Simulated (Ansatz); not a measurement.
# ZnS (P6_3mc): short molecular-dynamics run, by script

How do the atoms of ZnS (P6_3mc) move over a short run? Wanted for ZnS (P6_3mc): a short molecular-dynamics run.

Computed with the Python package of Ansatz 0.2.0. Level of theory: DFT PBE, plane waves, PAW.

### Step 1. The structure

Symmetry: P6_3mc, No. 186, hexagonal system. Conventional cell: a = 3.811 Å, b = 3.811 Å, c = 6.234 Å, α = 90.00°, β = 90.00°, γ = 120.00°. Zn (site symmetry 3m) is surrounded by 4 S at 2.31 to 2.40 Å. S (site symmetry 3m) is surrounded by 4 Zn at 2.31 to 2.40 Å.

zns.cif, read by the script:

```cif
data_ZnS
_cell_length_a 3.811000
_cell_length_b 3.811000
_cell_length_c 6.234000
_cell_angle_alpha 90.00000
_cell_angle_beta 90.00000
_cell_angle_gamma 120.00000
_symmetry_space_group_name_H-M 'P 1'
_symmetry_Int_Tables_number 1
loop_
_symmetry_equiv_pos_as_xyz
'x, y, z'
loop_
_atom_site_label
_atom_site_type_symbol
_atom_site_fract_x
_atom_site_fract_y
_atom_site_fract_z
Zn1 Zn    0.333333    0.666667    0.000000
Zn2 Zn    0.666667    0.333333    0.500000
S3 S    0.333333    0.666667    0.385000
S4 S    0.666667    0.333333    0.885000
```

### Step 2. The code

run_md.py

```python
# -*- coding: utf-8 -*-
"""Born-Oppenheimer dynamics of ZnS."""

from dataclasses import dataclass

import ansatz as az
from ase.io import read
import matplotlib.pyplot as plt
import numpy as np


@dataclass(frozen=True)
class RunConfig:
    functional: str = "pbe"
    kmesh: tuple[int, ...] = (3, 3, 2)
    n_steps: int = 25
    temperature_k: int = 800


settings = RunConfig()


def main():
    atoms = read("zns.cif")
    cell = az.Crystal.from_ase(atoms)

    # a coarse mesh keeps each step cheap
    calculation = (
        cell.supercell(1, 2, 1).calculation()
        .functional(settings.functional)
        .pseudopotentials("paw")
        .basis(19 * az.Ha)
        .kpoints(*settings.kmesh)
        .occupations(az.OccupationsMethod.FIXED)
        .md("nvt_nose_hoover", timestep=2.0, steps=settings.n_steps, temperature=settings.temperature_k, thermostat_time=50, initial_velocities="maxwell_boltzmann", seed=505)
    )
    steps = []


    def follow(event):
        if event["event"] != "md_step":
            return
        row = event["data"]
        steps.append(row)
        print(f"t = {row['time_fs']:6.1f} fs  E_pot = {row['lagrangian_ev']:.4f} eV  E_kin = {row['e_kin_ev']:.4f} eV  T = {row['temperature_k']:7.1f} K")


    outcome = calculation.session().plan(threads=1).execute(on_event=follow)
    data = outcome.report

    temperature = np.array([s["temperature_k"] for s in steps])
    print(f"mean temperature of the second half {temperature[len(steps) // 2 :].mean():.1f} K")

    time = [s["time_fs"] for s in steps]
    fig, ax = plt.subplots(figsize=(5, 3))
    ax.plot(time, [s["lagrangian_ev"] - steps[0]["lagrangian_ev"] for s in steps], label="potential")
    ax.plot(time, [s["e_kin_ev"] for s in steps], label="kinetic")
    ax.set(xlabel="time (fs)", ylabel="energy (eV)")
    ax.legend()
    fig.tight_layout()
    fig.savefig("md.png", dpi=100)

    kept = np.array([s["conserved_ev"] for s in steps], float)
    print(f"conserved quantity (thermostat and barostat terms included) drifts by {1000 * (kept[-1] - kept[0]) / len(outcome.lattice.sites):+.3f} meV/atom")


if __name__ == "__main__":
    main()
```

### Step 3. The input behind the calls

The engine receives this input:

```yaml
crystal:
  lattice:
    - [3.811, 0.0, 0.0]
    - [-1.905499999999999, 3.300422813822496, 0.0]
    - [0.0, 0.0, 6.234]
  atoms:
    - { symbol: Zn, position: [0.333333, 0.666667, 0.0] }
    - { symbol: Zn, position: [0.666667, 0.333333, 0.5] }
    - { symbol: S, position: [0.333333, 0.666667, 0.38500000000000006] }
    - { symbol: S, position: [0.666667, 0.333333, 0.8849999999999999] }
  supercell: [1, 2, 1]
basis:
  ecutwfc: 517.016338673772
kpoints:
  mp_grid:
    grid: [3, 3, 2]
hamiltonian:
  xc: pbe
  pseudopotentials:
    kind: paw
scf:
  occupations:
    method: fixed
md:
  timestep: 2.0
  n_steps: 25
  ensemble: nvt_nose_hoover
  temperature: 800.0
  nose_hoover:
    tau: 50.0
  initial_velocities: maxwell_boltzmann
  seed: 505
```

### Step 4. Running it

Run with:

```bash
$ python run_md.py
```

The program printed, shortened:

```text
[...]
t =    0.0 fs  E_pot = -16890.6984 eV  E_kin = 0.7239 eV  T =   800.0 K
t =    2.0 fs  E_pot = -16890.6835 eV  E_kin = 0.7090 eV  T =   783.5 K
t =    4.0 fs  E_pot = -16890.6609 eV  E_kin = 0.6865 eV  T =   758.7 K
t =    6.0 fs  E_pot = -16890.6317 eV  E_kin = 0.6575 eV  T =   726.7 K
t =    8.0 fs  E_pot = -16890.5971 eV  E_kin = 0.6234 eV  T =   689.0 K
t =   10.0 fs  E_pot = -16890.5587 eV  E_kin = 0.5857 eV  T =   647.3 K
t =   12.0 fs  E_pot = -16890.5182 eV  E_kin = 0.5462 eV  T =   603.7 K
t =   14.0 fs  E_pot = -16890.4773 eV  E_kin = 0.5067 eV  T =   560.1 K
t =   16.0 fs  E_pot = -16890.4378 eV  E_kin = 0.4690 eV  T =   518.4 K
t =   18.0 fs  E_pot = -16890.4014 eV  E_kin = 0.4347 eV  T =   480.5 K
t =   20.0 fs  E_pot = -16890.3694 eV  E_kin = 0.4053 eV  T =   447.9 K
t =   22.0 fs  E_pot = -16890.3429 eV  E_kin = 0.3818 eV  T =   421.9 K
t =   24.0 fs  E_pot = -16890.3228 eV  E_kin = 0.3651 eV  T =   403.5 K
t =   26.0 fs  E_pot = -16890.3093 eV  E_kin = 0.3555 eV  T =   392.9 K
t =   28.0 fs  E_pot = -16890.3025 eV  E_kin = 0.3532 eV  T =   390.4 K
t =   30.0 fs  E_pot = -16890.3019 eV  E_kin = 0.3578 eV  T =   395.4 K
t =   32.0 fs  E_pot = -16890.3067 eV  E_kin = 0.3686 eV  T =   407.3 K
t =   34.0 fs  E_pot = -16890.3158 eV  E_kin = 0.3847 eV  T =   425.2 K
t =   36.0 fs  E_pot = -16890.3281 eV  E_kin = 0.4051 eV  T =   447.7 K
t =   38.0 fs  E_pot = -16890.3423 eV  E_kin = 0.4285 eV  T =   473.6 K
t =   40.0 fs  E_pot = -16890.3568 eV  E_kin = 0.4537 eV  T =   501.4 K
t =   42.0 fs  E_pot = -16890.3703 eV  E_kin = 0.4794 eV  T =   529.9 K
t =   44.0 fs  E_pot = -16890.3817 eV  E_kin = 0.5044 eV  T =   557.5 K
t =   46.0 fs  E_pot = -16890.3899 eV  E_kin = 0.5277 eV  T =   583.2 K
t =   48.0 fs  E_pot = -16890.3938 eV  E_kin = 0.5480 eV  T =   605.7 K
t =   50.0 fs  E_pot = -16890.3927 eV  E_kin = 0.5647 eV  T =   624.1 K
mean temperature of the second half 487.2 K
conserved quantity (thermostat and barostat terms included) drifts by +0.038 meV/atom
```

(Warnings from the package without file and line, shortened.)

It took 2.3 min on 1 thread of Arm Neoverse V1, shared host; peak memory 0.63 GiB.

### Step 5. What the script built

The run starts from these 8 atoms:

```xyz
8
Lattice="3.811 0.000 0.000 -3.811 6.601 0.000 0.000 0.000 6.234" Properties=species:S:1:pos:R:3 pbc="T T T"
Zn    0.000    2.200    0.000
Zn    1.906    1.100    3.117
S     0.000    2.200    2.400
S     1.906    1.100    5.517
Zn   -1.906    5.501    0.000
Zn    0.000    4.401    3.117
S    -1.906    5.501    2.400
S     0.000    4.401    5.517
```

### Step 6. The run's own record

From the engine's report, whether the script printed it or not:

```
                                                                  item         value
                                                     SCF cycles in all           120
                                                       k-points solved            10
                                                           plane waves          4193
                                                                 bands            44
                                                     valence electrons            72
                                                      free energy (eV)  -16890.39267
                                                      Fermi level (eV)         5.937
lowest empty less highest filled level on the mesh, by band count (eV)         2.103
```

### Step 7. The trajectory

Step by step:

```
time (fs)  T (K)  change of potential energy (meV/atom)  change of conserved energy (meV/atom)  mean square move (Å²)
      0.0    800                                    0.0                                   0.00                 0.0000
      2.0    784                                    1.9                                   0.01                 0.0002
      4.0    759                                    4.7                                   0.01                 0.0006
      6.0    727                                    8.3                                   0.02                 0.0014
      8.0    689                                   12.7                                   0.04                 0.0024
     10.0    647                                   17.5                                   0.05                 0.0036
     12.0    604                                   22.5                                   0.07                 0.0050
     14.0    560                                   27.6                                   0.08                 0.0066
     16.0    518                                   32.6                                   0.09                 0.0082
     18.0    480                                   37.1                                   0.10                 0.0100
     20.0    448                                   41.1                                   0.11                 0.0117
     22.0    422                                   44.4                                   0.12                 0.0135
     24.0    403                                   47.0                                   0.12                 0.0152
     26.0    393                                   48.6                                   0.12                 0.0169
     28.0    390                                   49.5                                   0.12                 0.0185
     30.0    395                                   49.6                                   0.11                 0.0201
     32.0    407                                   49.0                                   0.10                 0.0216
     34.0    425                                   47.8                                   0.09                 0.0231
     36.0    448                                   46.3                                   0.08                 0.0246
     38.0    474                                   44.5                                   0.07                 0.0261
     40.0    501                                   42.7                                   0.06                 0.0276
     42.0    530                                   41.0                                   0.06                 0.0292
     44.0    558                                   39.6                                   0.05                 0.0309
     46.0    583                                   38.6                                   0.04                 0.0326
     48.0    606                                   38.1                                   0.04                 0.0346
     50.0    624                                   38.2                                   0.04                 0.0366
```

Positions (Å) and forces (eV/Å) at 50.0 fs:

```xyz
8
Lattice="3.811 0.000 0.000 -3.811 6.601 0.000 0.000 0.000 6.234" Properties=species:S:1:pos:R:3:forces:R:3 pbc="T T T"
Zn    0.010    2.093   -0.009    0.099    0.024   -0.013
Zn    1.893    1.135    2.808    0.210   -0.016    0.951
S     0.017    2.321    2.431   -0.146   -0.062   -0.774
S     1.934    0.976    5.377   -0.230    0.401    0.255
Zn   -2.040    5.485    0.145    0.102   -0.124   -0.609
Zn    0.124    4.512    3.322   -0.165   -0.113   -0.307
S    -1.819    5.503    2.402   -0.017   -0.059    0.160
S    -0.107    4.354    5.559    0.147   -0.050    0.338
```

### Step 8. What came out

| quantity | value |
| --- | --- |
| free energy | -16890.3927 eV (of the supercell) |
| length of the run | 25 steps, 50 fs |
| mean temperature, second half | 487 K |
| farthest move | 0.31 Å |
| largest change of the conserved energy | 0.12 meV/atom |

**Reading.** The temperature swings between 390 and 800 K, with a mean of 487 K in the second half; from a start near a minimum about half of the kinetic energy passes into potential energy. The conserved energy stays within 0.12 meV/atom, so the time step holds. A run of 50 fs is far too short for averages. Caveats:
- A small cell, a coarse mesh and a very short run: it shows the set-up and gives no equilibrium averages.
